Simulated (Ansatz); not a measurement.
**ZrSe2 under changes of volume**

One of the cells (25.784 Å³/atom); the others are scaled copies at fixed shape and fractional positions:

```
Zr Se
1.0
     3.79800    0.00000    0.00000
    -1.89900    3.28916    0.00000
     0.00000    0.00000    6.19200
Zr Se
1 2
Direct
  0.00000 0.00000 0.00000
  0.66667 0.33333 0.75000
  0.33333 0.66667 0.25000
```

```yaml
Program: Ansatz 0.2.0
Functional: LDA
Potentials_or_basis: all-electron LAPW, scalar-relativistic
Cutoff: 215 eV (chosen from the basis error)
Basis_error_allowed: 0.002 eV/atom
k_mesh: 8 × 8 × 5
Occupations: fermi-dirac, width 0.05 eV
Spin: no spin polarisation
```

```csv
volume (Å³/atom),energy over the lowest point (meV/atom),pressure (GPa),gap on the mesh (eV),largest force (eV/Å)
24.237,?,?,?,?
24.753,0.00,0.1,0.29,0.373
25.268,2.43,-1.6,0.31,0.138
25.784,10.11,-3.1,0.33,0.081
26.300,22.53,-4.5,0.35,0.283
26.815,39.19,-5.8,0.37,0.472
27.331,59.67,-6.9,0.39,0.647
```

Task: What does the run at 24.237 Å³/atom give?

Result: Energy over the lowest point 3.42 meV/atom; pressure 2.0 GPa; gap on the mesh 0.26 eV; largest force 0.626 eV/Å.

Worked out: A Birch-Murnaghan fit of order 3 (a polynomial in V^(-2/3)) to the other rows has its minimum at 24.79 Å³/atom with B0 = V·E''(V) = 87 GPa and B' = 4.2 at fixed shape and positions, which overstates the stiffness. It gives 3.44 meV/atom at 24.237 Å³/atom, against the run's 3.42, and -dE/dV = 2.0 GPa, against 2.0. A straight line through the other rows of the gap, of slope 1.01 eV per unit of ln V, extrapolates to 0.27 eV, against the run's 0.26.

Energies are extrapolated to zero smearing.

Caveats: an odd mesh through Γ misses points on the zone boundary, where band edges often lie. Spin-orbit coupling on Se, Zr is left out.

The runs don't all hold the same shells in valence.
